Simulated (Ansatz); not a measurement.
# SiC (P6_3mc) in Ansatz: relaxation of cell and atoms with PBEsol+D3(BJ)

Aim: the relaxation of cell and atoms of SiC with PBEsol+D3(BJ).

Everything below comes from runs of Ansatz 0.2.0. Logs are shortened: lines on timing, memory, paths and dates and some standing lists are left out, and cuts for length are marked.

## Step 1: The structure

The structure is hexagonal, space group P6_3mc (No. 186). The conventional cell has a = 3.076 Å, b = 3.076 Å, c = 10.071 Å, α = 90.00°, β = 90.00°, γ = 120.00°. Si (site symmetry 3m) is surrounded by 4 C at 1.88 to 1.89 Å. Around Si (site symmetry 3m) lie 4 C at 1.88 to 1.89 Å. C (site symmetry 3m) is surrounded by 4 Si at 1.88 to 1.89 Å. C (site symmetry 3m) has 4 Si at 1.88 to 1.89 Å as nearest neighbours.

The cell is a database's computed one.

## Step 2: Relaxation of cell and atoms, PBEsol+D3(BJ)

input.yaml reads:

```yaml
crystal:
  lattice:
    - [3.0756941497, 0.0, 0.0]
    - [-1.5378470748, 2.6636292679, 0.0]
    - [0.0, 0.0, 10.07064648]
  atoms:
    - { symbol: Si, position: [0.0, 0.0, 0.18789438] }
    - { symbol: Si, position: [0.0, 0.0, 0.68789438] }
    - { symbol: Si, position: [0.3333333333, 0.6666666667, 0.43784198] }
    - { symbol: Si, position: [0.6666666667, 0.3333333333, 0.93784198] }
    - { symbol: C, position: [0.0, 0.0, 0.00046005] }
    - { symbol: C, position: [0.0, 0.0, 0.50046005] }
    - { symbol: C, position: [0.3333333333, 0.6666666667, 0.24980259] }
    - { symbol: C, position: [0.6666666667, 0.3333333333, 0.74980259] }
hamiltonian:
  xc: pbesol
  pseudopotentials: { kind: paw }
  dispersion: d3bj
kpoints:
  mp_grid: { grid: [10, 10, 3] }
scf:
  occupations: { method: fermi_dirac, width: 0.05 }
output:
  forces: true
  stress: true
relax:
  f_tol: 0.01
  max_steps: 40
  cell: { stress_tol: 0.05 }
```

Potentials or basis: Ansatz PAW.

Started as:

```bash
> ansatz run input.yaml --threads 4 --pin off --max-ram 11264MiB --backend cpu --events-out ev --progress --plain --runs-dir out
```

Output:

```text
Warning: RAYON_NUM_THREADS=4 ignored (pool sized by the plan → 4); use --threads N
Engine: ansatz 0.2.0, x86_64-unknown-linux-gnu
Pseudopotentials: kind: paw
Pseudopotential: Si, paw, valence charge 4, recommended cutoff 420 eV (normal), Si.paw.azcp
Pseudopotential: C, paw, valence charge 4, recommended cutoff 420 eV (normal), C.paw.azcp
Functional definition: PBEsol
  exchange = pbesol_x
  correlation = pbesol_c
Crystal: 8 atoms, lattice volume = 82.504 Å³
Basis set: ecut = 420 eV, 1605 PW (Γ), exchange–correlation on 48×48×144 points (8 copies of the dense FFT grid, shifted against one another)
Bands: 24, of which v1, the nominal top of the filled ones, is band 16 counted from 1 (15 counted from 0)
Symmetry: 12 space group operations
Space group: P63mc (ITA 186), of the structure as read, at distance tolerance 4.4e-5 Å
k-points: 28 of 300 (time reversal used)
Non-local potential: Si, projectors of the file, l = 0: 2, l = 1: 2, l = 2: 2
Non-local potential: C, projectors of the file, l = 0: 2, l = 1: 2, l = 2: 1
PAW form: soft (Blöchl's): semilocal exchange-correlation on the pseudo side does not see the compensation charge
PAW frozen core: Si, regenerated for the run's functional, and the local potential with it (the file was generated under x = pbe(κ = 0.804, μ = 0.2195149727645171), c = pbe(β = 0.06672455060314922))
PAW frozen core: C, regenerated for the run's functional, and the local potential with it (the file was generated under x = pbe(κ = 0.804, μ = 0.2195149727645171), c = pbe(β = 0.06672455060314922))
PAW one-centre angular grid: Si, 110 points (default); XC on 64 Gauss nodes
PAW one-centre angular grid: C, 110 points (default); XC on 64 Gauss nodes
Initial density: superposition of atomic densities (neutral atoms: chi_scale 0, normalization atom), corrected by the library's trained network
Initial wavefunctions: pseudopotential atomic-orbital guess
Functional: x = pbesol(κ = 0.804, μ = 0.12345679012345678), c = pbesol(β = 0.046)
SCF iter   1: F=—  HF=-3476.798846 eV  |F-HF|=—  |Δ(HF+E_count)|=         —  Δρ=8.63e-3  dr2=7.47e-2  ethr=1.77e-3  ⟨swp⟩=6.3  Hψ=3804  notcnv=0  defer=4
preconditioner: auto → none  [insulator: Δε(μ)=2.013 eV  Ē_g=11.851 eV  σ=0.050 eV  W_gap=1.00  n_scr=6 (ndim 8)  ℏωp=23.1 eV  f_vac=0.000  D(μ)=0.00/eV (n_scr^D=0)  ε∞_Penn≈4.8]
SCF iter   2: F=—  HF=-3476.777627 eV  |F-HF|=—  |Δ(HF+E_count)|=   2.12e-2  Δρ=1.58e-3  dr2=1.98e-3  ethr=2.33e-4  ⟨swp⟩=2.9  Hψ=1420  notcnv=0  defer=72
SCF iter   3: F=—  HF=-3476.777304 eV  |F-HF|=—  |Δ(HF+E_count)|=   3.23e-4  Δρ=5.36e-4  dr2=1.64e-4  ethr=6.18e-6  ⟨swp⟩=2.1  Hψ=1045  notcnv=0  defer=72
SCF iter   4: F=—  HF=-3476.777318 eV  |F-HF|=—  |Δ(HF+E_count)|=   1.32e-5  Δρ=9.44e-5  dr2=1.36e-5  ethr=5.13e-7  ⟨swp⟩=2.8  Hψ=1093  notcnv=0  defer=72
SCF iter   5: F=—  HF=-3476.777226 eV  |F-HF|=—  |Δ(HF+E_count)|=   9.17e-5  Δρ=3.61e-5  dr2=9.55e-7  ethr=4.24e-8  ⟨swp⟩=2.0  Hψ=895  notcnv=0  defer=72
SCF iter   6: F=-3476.777226 eV  HF=-3476.777226 eV  |F-HF|=1.05e-8  |Δ(HF+E_count)|=   1.95e-7  Δρ=8.88e-6  dr2=3.94e-8  ethr=3.13e-10  ⟨swp⟩=5.0  Hψ=2317  notcnv=0
SCF 1 converged in 6 iterations: F = -3476.777226 eV  dr2 = 3.94e-8
relax step   1: F+E_penalty+E_count = -3476.77722615 eV  Δ(F+E_penalty+E_count) = +0.000e0 eV  max|allowed force component| = 4.585e-3 eV/Å  Δτ_max = 0.0000 Å  P = -3.365 GPa  Ω = 82.504 Å³  (6 SCF iters, dr2 threshold 1.00e-7 eV, accepted)
Crystal: 8 atoms, lattice volume = 81.838 Å³
[... 65 lines left out ...]
SCF iter   5: F=-3476.790376 eV  HF=-3476.790376 eV  |F-HF|=1.00e-11  |Δ(HF+E_count)|=  1.46e-11  Δρ=1.08e-7  dr2=1.55e-11  ethr=1.00e-12  ⟨swp⟩=1.2  Hψ=739  notcnv=0
SCF iter   6: F=-3476.790376 eV  HF=-3476.790376 eV  |F-HF|=9.09e-13  |Δ(HF+E_count)|=  2.73e-12  Δρ=2.40e-8  dr2=4.94e-13  ethr=1.00e-12  ⟨swp⟩=3.0  Hψ=2138  notcnv=0
SCF 6 converged in 6 iterations: F = -3476.790376 eV  dr2 = 4.94e-13
relax step   6: F+E_penalty+E_count = -3476.79037558 eV  Δ(F+E_penalty+E_count) = +2.135e-3 eV  max|allowed force component| = 7.204e-5 eV/Å  Δτ_max = 0.0000 Å  P = -0.047 GPa  Ω = 81.282 Å³  stress off target by 4.90e-2 GPa  SCF on the basis re-selected at this cell (its energy is not comparable with the rows above)  (6 SCF iters)
basis re-selected at this cell: Δ(F+E_penalty+E_count) = +2.135e-3 eV, ΔP = -0.048 GPa vs the last step (what re-selecting the basis moved, of the pressure what is left beyond the Pulay correction that the steps carried, after the strain that the cell walked since its last selection, with what the two solves' SCF thresholds leave and, on support functions, any second-order correction that the steps lacked; it is no measure of the basis error at this ecutwfc). This SCF's stress stands 4.90e-2 GPa from its target on what of the cell is left free (relax.cell.stress_tol is 5.00e-2 GPa) and its largest allowed force component is 7.20e-5 eV/Å (relax.f_tol is 1.00e-2 eV/Å): within both
SCF converged after 6 iterations
Free energy (F): -3476.790376 eV
Harris-Foulkes:  -3476.790376 eV  (|F-HF|=9.09e-13)
Internal energy: -3476.790376 eV  (E = F + TS)
E sigma→0 (E₀):  -3476.790376 eV
Fermi energy:    10.785169 eV
--- Per-component energies (eV) ---
  E_band       = 118.067446
  E_kinetic    = 544.994980
  E_local      = -412.414373  (includes V_loc(G=0)·N_el)
  E_nonlocal   = 208.841406
  E_hartree    = 126.270753
  E_xc         = -419.834037
  E_vxc        = -438.328941  (∫ρ·V_xc dr)
  E_paw        = -2377.688403  (= ΣΔE_a)
  E_vpaw       = -37.567194  (= ΣTr[D̂ρ^β])
  E_aug_tail   = 0.000058  (compensation charges beyond the density's cutoff)
  E_ewald      = -1145.200032
  E_disp       = -1.971373  (pairwise vdW)
  E_core_change = 0.210645  (= ΣΔE_core)
  E_smearing   = -0.000000  (= −TS)
  E_closure    = -0.000000  (closes the sum)
  Σ components = -3476.790376   (vs F -3476.790376, Δ=0.00e0)
--- Forces (eV/Å), atoms counted from 1 ---
  atom   1  Si     0.00000000     0.00000000    -0.00000222
  atom   2  Si    -0.00000000    -0.00000000    -0.00000222
  atom   3  Si     0.00000000     0.00000000    -0.00007195
  atom   4  Si     0.00000000     0.00000000    -0.00007195
  atom   5  C     -0.00000000    -0.00000000     0.00004991
  atom   6  C      0.00000000     0.00000000     0.00004991
  atom   7  C      0.00000000     0.00000000     0.00002462
  atom   8  C     -0.00000000    -0.00000000     0.00002462
  max |Σ_I F_I| component: 7.25e-7 eV/Å
--- Stress (GPa, compression-positive) ---
       -0.046734      -0.000000      -0.000000
       -0.000000      -0.046734      -0.000000
       -0.000000      -0.000000      -0.048990
  P = ⅓ Tr σ = -0.0475 GPa (-0.475 kbar)
--- Relaxed structure (5 steps of the walk, 5 accepted, 1 SCFs on fresh bases) ---
  F+E_penalty+E_count = -3476.79037558 eV   max|allowed force component| = 7.204e-5 eV/Å   (the final SCF, on the basis selected at the relaxed cell)
  cell:  # Å, volume = 81.2823 Å³
    - [3.0607771885031965, -2.8727477191758504e-11, -1.537454416266011e-18]
    - [-1.5303885942267195, 2.650710800582043, 8.562217979160659e-19]
    - [-5.03403757062889e-18, 3.307994447126911e-19, 10.018481891773979]
  atoms:
    - { symbol: Si, position: [4.607675688718189e-21, 5.070612431707019e-32, 0.18791973055462324] }
    - { symbol: Si, position: [4.607675688720548e-21, 4.938806601138018e-32, 0.6879197305546233] }
    - { symbol: Si, position: [0.33333333333333337, 0.6666666666666669, 0.43782582836053935] }
    - { symbol: Si, position: [0.6666666666666667, 0.3333333333333333, 0.9378258283605393] }
    - { symbol: C, position: [-2.8141407611253785e-21, -3.010826594602948e-32, 0.00044456713317040975] }
    - { symbol: C, position: [-2.814140761123431e-21, -3.10676574153966e-32, 0.5004445671331704] }
    - { symbol: C, position: [0.33333333333333337, 0.6666666666666669, 0.24980887395166695] }
    - { symbol: C, position: [0.6666666666666667, 0.3333333333333333, 0.749808873951667] }
```

Run time: 10 s. Hardware: 4 threads of Intel Xeon at 2.70GHz, shared host; peak memory 0.4 GiB.

Results:

| Property | Result |
| --- | --- |
| Free energy | -3476.7904 eV |
| Relaxed volume | 10.16 Å³/atom |
| Relaxed cell | a = 3.061 Å, b = 3.061 Å, c = 10.018 Å, α = 90.00°, β = 90.00°, γ = 120.00° |
| Space group after relaxing (to 0.05 Å) | P6_3mc (No. 186) |
| Energy gained by relaxing | 1.6 meV/atom |
| Ionic steps | 6 |
| Pressure after relaxing | 0.0 GPa |
| Band gap on the k mesh | 2.12 eV |

The path:
```
step  energy change (eV)  largest force (eV/Å)  volume (Å³)
   1              0.0000                0.0046        82.50
   2             -0.0115                0.0046        81.84
   3             -0.0153                0.0007        81.27
   4             -0.0153                0.0018        81.28
   5             -0.0153                0.0001        81.28
   6             -0.0131                0.0001        81.28
```

Final structure:
```xyz
8
Lattice="3.0608 0.0000 0.0000 -1.5304 2.6507 0.0000 0.0000 0.0000 10.0185" Properties=species:S:1:pos:R:3 pbc="T T T"
Si    0.0000    0.0000    1.8827
Si    0.0000    0.0000    6.8919
Si    0.0000    1.7671    4.3864
Si    1.5304    0.8836    9.3956
C     0.0000    0.0000    0.0045
C     0.0000    0.0000    5.0137
C     0.0000    1.7671    2.5027
C     1.5304    0.8836    7.5119
```

Caveat: odd divisions of the mesh miss points on the zone boundary, where band edges often lie, so the gap on the mesh can be too wide; the plane-wave basis is chosen anew once the cell has moved, so the energies of steps on either side of that aren't comparable; the PAW data sets come from PBE, with cores solved anew for the run's functional, which leaves a small shift of forces and pressure. A k mesh can miss the band edges.
